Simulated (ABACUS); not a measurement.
# GaAs (F-43m) in ABACUS: further runs, part 2 of 2

ABACUS 3.10.1. The steps go on from the part before.

### Step 3. Relaxation of cell and atoms, PBE

Input file run_abacus.py:

```python
"""Relaxation by an ASE optimiser with ABACUS as a small file-based calculator."""
import re
import subprocess
import spglib
from ase import Atoms
import numpy as np
from ase.calculators.calculator import Calculator, all_changes
from ase.filters import FrechetCellFilter
from ase.io import read
from ase.optimize import BFGS
from ase.stress import full_3x3_to_voigt_6_stress
from ase.units import Bohr, GPa

atoms = read("GaAs.cif")
cell, frac, numbers = spglib.standardize_cell((atoms.cell[:], atoms.get_scaled_positions(), atoms.numbers), to_primitive=True, symprec=1e-4)
atoms = Atoms(numbers=numbers, cell=cell, scaled_positions=frac, pbc=True)  # the primitive cell
atoms = atoms[(-atoms.numbers).argsort(kind="stable")]  # ABACUS lists atoms element by element
pseudo = {'As': '33_As_15_1.8_2.1_pbe_n_v1.0.upf', 'Ga': '31_Ga_13_1.9_2.4_pbe_n_v1.0.upf'}
orbital = {}
magmoms = None
kmesh = [6, 6, 6]
params = {
    'suffix': 'GaAs',
    'calculation': 'scf',
    'basis_type': 'pw',
    'pseudo_dir': './',
    'symmetry': 1,
    'dft_functional': 'pbe',
    'ecutwfc': 84,
    'pseudo_rcut': 7,
    'nspin': 1,
    'nbands': 18,
    'ks_solver': 'dav',
    'smearing_method': 'fd',
    'smearing_sigma': 0.00367493,
    'scf_thr': 1e-08,
    'scf_nmax': 100,
    'mixing_type': 'broyden',
    'mixing_beta': 0.7,
    'cal_force': 1,
    'cal_stress': 1,
    'kpar': 4,
}

def write_input(atoms):
    symbols = atoms.get_chemical_symbols()
    elements = list(dict.fromkeys(symbols))
    lines = ["ATOMIC_SPECIES"] + [f"{e} {atoms.get_masses()[symbols.index(e)]:.4f} {pseudo[e]}" for e in elements]
    if orbital:
        lines += ["", "NUMERICAL_ORBITAL"] + [orbital[e] for e in elements]
    lines += ["", "LATTICE_CONSTANT", f"{1 / Bohr:.10f}", "", "LATTICE_VECTORS"]
    lines += [" ".join(f"{x:.10f}" for x in v) for v in atoms.cell]
    lines += ["", "ATOMIC_POSITIONS", "Direct"]
    for e in elements:
        lines += ["", e, "0.0", str(symbols.count(e))]
        for i, p in enumerate(atoms.get_scaled_positions(wrap=False)):
            if symbols[i] == e:
                mag = "" if magmoms is None else " mag " + " ".join(str(x) for x in (magmoms[i] if isinstance(magmoms[i], list) else [magmoms[i]]))
                lines.append(" ".join(f"{x:.10f}" for x in p) + " 1 1 1" + mag)
    open("STRU", "w").write("\n".join(lines) + "\n")
    open("KPT", "w").write("K_POINTS\n0\nGamma\n%d %d %d 0 0 0\n" % tuple(kmesh))
    open("INPUT", "w").write("INPUT_PARAMETERS\n" + "".join(f"{k:<20s}{v}\n" for k, v in params.items()))

class Abacus(Calculator):
    implemented_properties = ["energy", "free_energy", "forces", "stress"]

    def calculate(self, atoms=None, properties=("energy",), system_changes=all_changes):
        super().calculate(atoms, properties, system_changes)
        write_input(self.atoms)
        subprocess.run(['mpirun', '-np', '4', 'abacus'], check=True)
        log = open("OUT.GaAs/running_scf.log").read()
        if "charge density convergence is achieved" not in log:
            raise RuntimeError("SCF not converged")
        rows = lambda title, n: np.array([l.split()[-3:] for l in log.split(title)[-1].split("\n")[2:2 + n]], float)
        energy = float(re.findall(r"FINAL_ETOT_IS (\S+)", log)[-1])
        stress = -rows("TOTAL-STRESS", 3) / 10 * GPa  # ABACUS prints kbar, compression positive
        self.results = dict(energy=energy, free_energy=energy, forces=rows("TOTAL-FORCE", len(self.atoms)), stress=full_3x3_to_voigt_6_stress(stress))

atoms.calc = Abacus()
opt = BFGS(FrechetCellFilter(atoms), logfile="opt.log", trajectory="relax.traj")
print("optimiser converged:", opt.run(fmax=0.01, steps=60))
```

Input file GaAs.cif:

```cif
data_GaAs
_cell_length_a 5.65370000
_cell_length_b 5.65370000
_cell_length_c 5.65370000
_cell_angle_alpha 90.00000000
_cell_angle_beta 90.00000000
_cell_angle_gamma 90.00000000
_space_group_name_H-M_alt 'F-43m'
_space_group_name_Hall 'F -4 2 3'
_space_group_IT_number 216
loop_
_space_group_symop_operation_xyz
'x,y,z'
'y,-x,-z'
'-x,-y,z'
'-y,x,-z'
'x,-y,-z'
'y,x,z'
'-x,y,-z'
'-y,-x,z'
'z,x,y'
'-z,y,-x'
'z,-x,-y'
'-z,-y,x'
'-z,x,-y'
'z,y,x'
'-z,-x,y'
'z,-y,-x'
'y,z,x'
'-x,-z,y'
'-y,z,-x'
'x,-z,-y'
'-y,-z,x'
'x,z,y'
'y,-z,-x'
'-x,z,-y'
'x,y+1/2,z+1/2'
'y,-x+1/2,-z+1/2'
'-x,-y+1/2,z+1/2'
'-y,x+1/2,-z+1/2'
'x,-y+1/2,-z+1/2'
'y,x+1/2,z+1/2'
'-x,y+1/2,-z+1/2'
'-y,-x+1/2,z+1/2'
'z,x+1/2,y+1/2'
'-z,y+1/2,-x+1/2'
'z,-x+1/2,-y+1/2'
'-z,-y+1/2,x+1/2'
'-z,x+1/2,-y+1/2'
'z,y+1/2,x+1/2'
'-z,-x+1/2,y+1/2'
'z,-y+1/2,-x+1/2'
'y,z+1/2,x+1/2'
'-x,-z+1/2,y+1/2'
'-y,z+1/2,-x+1/2'
'x,-z+1/2,-y+1/2'
'-y,-z+1/2,x+1/2'
'x,z+1/2,y+1/2'
'y,-z+1/2,-x+1/2'
'-x,z+1/2,-y+1/2'
'x+1/2,y,z+1/2'
'y+1/2,-x,-z+1/2'
'-x+1/2,-y,z+1/2'
'-y+1/2,x,-z+1/2'
'x+1/2,-y,-z+1/2'
'y+1/2,x,z+1/2'
'-x+1/2,y,-z+1/2'
'-y+1/2,-x,z+1/2'
'z+1/2,x,y+1/2'
'-z+1/2,y,-x+1/2'
'z+1/2,-x,-y+1/2'
'-z+1/2,-y,x+1/2'
'-z+1/2,x,-y+1/2'
'z+1/2,y,x+1/2'
'-z+1/2,-x,y+1/2'
'z+1/2,-y,-x+1/2'
'y+1/2,z,x+1/2'
'-x+1/2,-z,y+1/2'
'-y+1/2,z,-x+1/2'
'x+1/2,-z,-y+1/2'
'-y+1/2,-z,x+1/2'
'x+1/2,z,y+1/2'
'y+1/2,-z,-x+1/2'
'-x+1/2,z,-y+1/2'
'x+1/2,y+1/2,z'
'y+1/2,-x+1/2,-z'
'-x+1/2,-y+1/2,z'
'-y+1/2,x+1/2,-z'
'x+1/2,-y+1/2,-z'
'y+1/2,x+1/2,z'
'-x+1/2,y+1/2,-z'
'-y+1/2,-x+1/2,z'
'z+1/2,x+1/2,y'
'-z+1/2,y+1/2,-x'
'z+1/2,-x+1/2,-y'
'-z+1/2,-y+1/2,x'
'-z+1/2,x+1/2,-y'
'z+1/2,y+1/2,x'
'-z+1/2,-x+1/2,y'
'z+1/2,-y+1/2,-x'
'y+1/2,z+1/2,x'
'-x+1/2,-z+1/2,y'
'-y+1/2,z+1/2,-x'
'x+1/2,-z+1/2,-y'
'-y+1/2,-z+1/2,x'
'x+1/2,z+1/2,y'
'y+1/2,-z+1/2,-x'
'-x+1/2,z+1/2,-y'
loop_
_atom_site_label
_atom_site_type_symbol
_atom_site_symmetry_multiplicity
_atom_site_Wyckoff_symbol
_atom_site_fract_x
_atom_site_fract_y
_atom_site_fract_z
_atom_site_occupancy
As1 As 4 c 0.2500000000 0.2500000000 0.2500000000 1
Ga1 Ga 4 a 0.0000000000 0.0000000000 0.0000000000 1
```

Potentials or basis: SPMS ONCV 1.0 PBE, plane waves.

On the command line:

```
OMP_NUM_THREADS=1 python run_abacus.py > log
```

running log:

```text
ABACUS v3.10.1

               Atomic-orbital Based Ab-initio Computation at UStc

 ------------------------------------------------------------------------------------

 READING GENERAL INFORMATION
                           global_out_dir = OUT.GaAs/
                           global_in_card = INPUT
                               pseudo_dir = ./
                              orbital_dir =
                                    DSIZE = 4
                                    GSIZE = 1
[... 5 lines left out ...]

 READING ATOM TYPE 1
                               atom label = As
                      L=0, number of zeta = 1
                      L=1, number of zeta = 1
                      L=2, number of zeta = 1
             number of atom for this type = 1

 READING ATOM TYPE 2
                               atom label = Ga
                      L=0, number of zeta = 1
                      L=1, number of zeta = 1
                      L=2, number of zeta = 1
             number of atom for this type = 1

                        TOTAL ATOM NUMBER = 2
DIRECT COORDINATES
    atom                   x                   y                   z     mag                  vx                  vy                  vz
taud_As1            0.2500000000        0.2500000000        0.2500000000  0.0000        0.0000000000        0.0000000000        0.0000000000
taud_Ga1            0.0000000000        0.0000000000        0.0000000000  0.0000        0.0000000000        0.0000000000        0.0000000000

                          Volume (Bohr^3) = 320.84
                             Volume (A^3) = 47.5436

 Lattice vectors: (Cartesian coordinate: in unit of a_0)
                   +0            +2.87533            +2.87533
             +2.87533                  +0            +2.87533
             +2.87533            +2.87533                  +0
 Reciprocal vectors: (Cartesian coordinate: in unit of 2 pi/a_0)
            -0.173893           +0.173893           +0.173893
            +0.173893           -0.173893           +0.173893
            +0.173893           +0.173893           -0.173893
 The esolver type has been set to : ksdft_pw

                PAO radial cut off (Bohr) = 7

 Read in pseudopotential file is 33_As_15_1.8_2.1_pbe_n_v1.0.upf
                     pseudopotential type = NC
[... 215 lines left out ...]
 SELF-CONSISTENT
 -------------------------------------------
                                 init_chg = atomic

 PW ALGORITHM --------------- ION=   1  ELEC=   1--------------------------------
 Notice: Threshold on eigenvalues was too large.
 hsover_error=0.28 > DRHO=0.0538002
 Origin diag ethr = 0.01
 New diag ethr = 0.000192144

 Density error is 0.0540679776148
                          Error Threshold = 0.000192143654698
----------------------------------------------------------
     Energy           Rydberg                 eV
----------------------------------------------------------
 E_KohnSham     -345.6246461667      -4702.4645571005
 E_Harris       -345.4656076906      -4700.3007276242
 E_Fermi        0.6130866535         8.3414718555
----------------------------------------------------------
[... 75 lines left out ...]
 Density error is 9.77120578767e-10
                          Error Threshold = 1.65170994916e-10
----------------------------------------------------------
     Energy           Rydberg                 eV
----------------------------------------------------------
 E_KohnSham     -345.6353503715      -4702.6101952789
 E_KS(sigma->0) -345.6353210266      -4702.6097960213
 E_Harris       -345.6353131146      -4702.6096883720
 E_band         -22.0733509822       -300.3233473112
 E_one_elec     -173.6855687400      -2363.1133952352
 E_Hartree      103.5904119199       1409.4198602778
 E_xc           -80.5315702074       -1095.6882237072
 E_Ewald        -195.0085646542      -2653.2276380991
 E_entropy(-TS) -0.0000586898        -0.0007985152
 E_descf        0.0000000000         0.0000000000
 E_exx          0.0000000000         0.0000000000
 E_Fermi        0.6358540882         8.6512386968
----------------------------------------------------------

 charge density convergence is achieved
 final etot is -4702.6101953 eV
 EFERMI = 8.6512386968 eV

 STATE ENERGY(eV) AND OCCUPATIONS    NSPIN == 1
 1/4 kpoint (Cartesian) = 0.0000 0.0000 0.0000 (4279 pws)
       1       -26.6013     0.00925926
       2       -26.6013     0.00925926
       3       -26.6013     0.00925926
       4       -26.5924     0.00925926
       5       -26.5924     0.00925926
       6       -6.20511     0.00925926
[... 59 lines left out ...]
       6       -6.26847      0.0370370
[... 10 lines left out ...]
      17        13.1764    1.83586e-41
      18        16.2577    3.15772e-68

------------------------------------------------------------------------------------------
 TOTAL-FORCE (eV/Angstrom)
------------------------------------------------------------------------------------------
                       As1         0.0000000000         0.0000000000         0.0000000000
                       Ga1         0.0000000000         0.0000000000         0.0000000000
------------------------------------------------------------------------------------------

----------------------------------------------------------------
 TOTAL-STRESS (KBAR)
----------------------------------------------------------------
         0.1882637513        -0.0000000000         0.0000000000
         0.0000000000         0.1882637513        -0.0000000000
         0.0000000000        -0.0000000000         0.1882637513
----------------------------------------------------------------
 TOTAL-PRESSURE: 0.188264 KBAR

 --------------------------------------------
 !FINAL_ETOT_IS -4702.6101952789404095 eV
 --------------------------------------------
```

Wall time 38 s (4 MPI ranks of Intel Xeon Platinum 8375C at 2.90GHz (Ice Lake), shared host); peak memory 0.4 GiB.

Results:

* Free energy: -4702.6102 eV
* Relaxed volume: 23.77 Å³/atom
* Relaxed cell: a = 4.066 Å, b = 4.066 Å, c = 4.066 Å, α = 60.00°, β = 60.00°, γ = 60.00°
* Space group after relaxing (to 0.05 Å): F-43m (No. 216)
* Energy gained by relaxing: 12.2 meV/atom
* Ionic steps: 4
* Pressure after relaxing: 0.0 GPa
* Band gap on the k mesh: 0.14 eV, direct

Step by step:
| step | energy change (eV) | largest force (eV/Å) | pressure (GPa) | volume (Å³) |
| --- | --- | --- | --- | --- |
| 1 | 0.0000 | 0.0000 | 3.46 | 45.18 |
| 2 | -0.0091 | 0.0000 | 2.67 | 45.65 |
| 3 | -0.0242 | 0.0000 | 0.21 | 47.39 |
| 4 | -0.0243 | 0.0000 | 0.02 | 47.54 |

Final structure:
```
As Ga
1.0
     0.00000    2.87533    2.87533
     2.87533    0.00000    2.87533
     2.87533    2.87533    0.00000
As Ga
1 1
Direct
  0.25000 0.25000 0.25000
  0.00000 0.00000 0.00000
```

Levels at points of the mesh, in eV from the valence-band top:
```tsv
k point	band 12	band 13	band 14	band 15	band 16
(0.00, 0.00, 0.00)	0.00	0.00	0.00	0.14	3.73
(0.50, 0.50, 0.50)	-6.37	-1.07	-1.07	0.86	4.63
(0.50, 0.50, 0.00)	-6.59	-2.50	-2.50	1.56	1.68
```

### Step 4. Single point, PW91

Input file INPUT:

```
INPUT_PARAMETERS
suffix              GaAs
calculation         scf
basis_type          pw
pseudo_dir          ./
symmetry            1
dft_functional      GGA_X_PW91+GGA_C_PW91
ecutwfc             40
pseudo_rcut         10
nspin               1
nbands              22
ks_solver           dav
smearing_method     fd
smearing_sigma      0.00367493
scf_thr             1e-08
scf_nmax            100
mixing_type         broyden
mixing_beta         0.7
cal_force           1
cal_stress          1
ecutrho             320
out_chg             1
out_pot             2
out_elf             0
kpar                4
```

Input file STRU:

```
ATOMIC_SPECIES
As 74.9216 as_pbe_v1.uspp.F.UPF
Ga 69.7230 ga_pbe_v1.4.uspp.F.UPF

LATTICE_CONSTANT
1.8897261246

LATTICE_VECTORS
0.0000000000 2.8268500000 2.8268500000
2.8268500000 0.0000000000 2.8268500000
2.8268500000 2.8268500000 0.0000000000

ATOMIC_POSITIONS
Cartesian

As
0.0
1
4.2402750000 4.2402750000 4.2402750000 1 1 1

Ga
0.0
1
0.0000000000 0.0000000000 0.0000000000 1 1 1
```

Input file KPT:

```
K_POINTS
0
Gamma
6 6 6 0 0 0
```

Potentials or basis: GBRV ultrasoft 1.5 PBE, plane waves.

On the command line:

```
OMP_NUM_THREADS=1 mpirun -np 4 abacus > log
```

running log:

```text
ABACUS v3.10.1

               Atomic-orbital Based Ab-initio Computation at UStc

 ------------------------------------------------------------------------------------

 READING GENERAL INFORMATION
                           global_out_dir = OUT.GaAs/
                           global_in_card = INPUT
                               pseudo_dir = ./
                              orbital_dir =
                                    DSIZE = 4
                                    GSIZE = 1
[... 5 lines left out ...]

 READING ATOM TYPE 1
                               atom label = As
                      L=0, number of zeta = 1
                      L=1, number of zeta = 1
                      L=2, number of zeta = 1
             number of atom for this type = 1

[... 399 lines left out ...]
The vacuum level is 9.5893476423 eV

 STATE ENERGY(eV) AND OCCUPATIONS    NSPIN == 1
 1/4 kpoint (Cartesian) = 0.0000 0.0000 0.0000 (1291 pws)
       1       -87.1211     0.00925926
       2       -87.1211     0.00925926
       3       -87.1211     0.00925926
       4       -7.56136     0.00925926
       5       -7.56136     0.00925926
       6       -7.56136     0.00925926
[... 86 lines left out ...]
      21        20.4495        0.00000
      22        20.4495        0.00000

------------------------------------------------------------------------------------------
 TOTAL-FORCE (eV/Angstrom)
------------------------------------------------------------------------------------------
                       As1         0.0000000000         0.0000000000         0.0000000000
                       Ga1         0.0000000000         0.0000000000         0.0000000000
------------------------------------------------------------------------------------------

----------------------------------------------------------------
 TOTAL-STRESS (KBAR)
----------------------------------------------------------------
        29.8875512492        -0.0000000000        -0.0000000000
         0.0000000000        29.8875512492         0.0000000000
         0.0000000000        -0.0000000000        29.8875512492
----------------------------------------------------------------
 TOTAL-PRESSURE: 29.887551 KBAR

 --------------------------------------------
 !FINAL_ETOT_IS -6204.4002485348573828 eV
 --------------------------------------------
```

stdout:

```text
ABACUS v3.10.1

               Atomic-orbital Based Ab-initio Computation at UStc

 dft_functional readin is: GGA_X_PW91+GGA_C_PW91
 dft_functional in pseudopot file is: PBE
 Please make sure this is what you need
[... 43 lines left out ...]
 DA10    -6.20440025e+03  -1.92756177e-07   1.4341e-09   0.68
----------------------------------------------------------------
 TOTAL-STRESS (KBAR)
----------------------------------------------------------------
        29.8875512492        -0.0000000000        -0.0000000000
         0.0000000000        29.8875512492         0.0000000000
         0.0000000000        -0.0000000000        29.8875512492
----------------------------------------------------------------
 TOTAL-PRESSURE: 29.887551 KBAR
```

It took 18 s on 4 MPI ranks of Intel Xeon Platinum 8488C (Sapphire Rapids), shared host; peak memory 0.68 GiB.

Results:

```yaml
Free_energy: -6204.4002 eV
Pressure: 3.0 GPa
Band_gap_on_the_k_mesh: 0.46 eV, direct
```

Caveat: the potentials were made for another functional, which shifts forces and pressure.

### Step 5. Overview

```tsv
task	level	potentials or basis	cell	cutoff (eV)	radial cutoff of the potentials (pseudo_rcut)	optimiser	force threshold	max steps	cell moves	gap on the mesh (eV)	pressure (GPa)
single point	PBE	SPMS ONCV 1.0 PBE, plane waves	as given	1143	7 bohr	-	-	-	-	0.51	3.5
relaxation of cell and atoms	PBE	SPMS ONCV 1.0 PBE, plane waves	relaxed	1143	7 bohr	ASE BFGS	0.01 eV/Å	60	yes	0.14	0.0
single point	PW91	GBRV ultrasoft 1.5 PBE, plane waves	as given	544	10 bohr	-	-	-	-	0.46	3.0
```

Alike in all rows: no spin polarisation; k mesh 6 × 6 × 6; smearing fermi-dirac 0.05 eV.

Caveats: the potentials were made for another functional, which shifts forces and pressure (some runs).

Total energies depend on the potentials used, so only differences within one code and one set of settings carry meaning.

### Step 6. How close it comes

Step 2. Against the measured gap of GaAs, 1.418 eV (direct; 300 K; “Evidence of valence band perturbations in GaAsN/GaAs(001): A combined variable-angle spectroscopic ellipsometry and modulated photoreflectance investigation”, 2008, arxiv:0805.2212), the calculated 0.51 eV is off by -0.91 eV. 3 values of this kind are on record (1.412 to 1.51 eV); this one was drawn at random among those near their median, those with a stated uncertainty first. Spin-orbit coupling on As, Ga is left out. The value is that of PBE on a finite k mesh, which can miss the band edges, without temperature or zero-point motion. Semilocal functionals fall short of measured gaps as a rule.

Step 4. Measured gap of GaAs: 1.412 eV (direct; 300 K; “Evidence of valence band perturbations in GaAsN/GaAs(001): A combined variable-angle spectroscopic ellipsometry and modulated photoreflectance investigation”, 2008, arxiv:0805.2212). This calculation gives 0.46 eV (-0.95 eV). 3 values of this kind are on record (1.412 to 1.51 eV); this one was drawn at random among those near their median, those with a stated uncertainty first. Spin-orbit coupling on As, Ga is left out. The value is that of PW91, without temperature or zero-point motion. Semilocal functionals fall short of measured gaps as a rule.
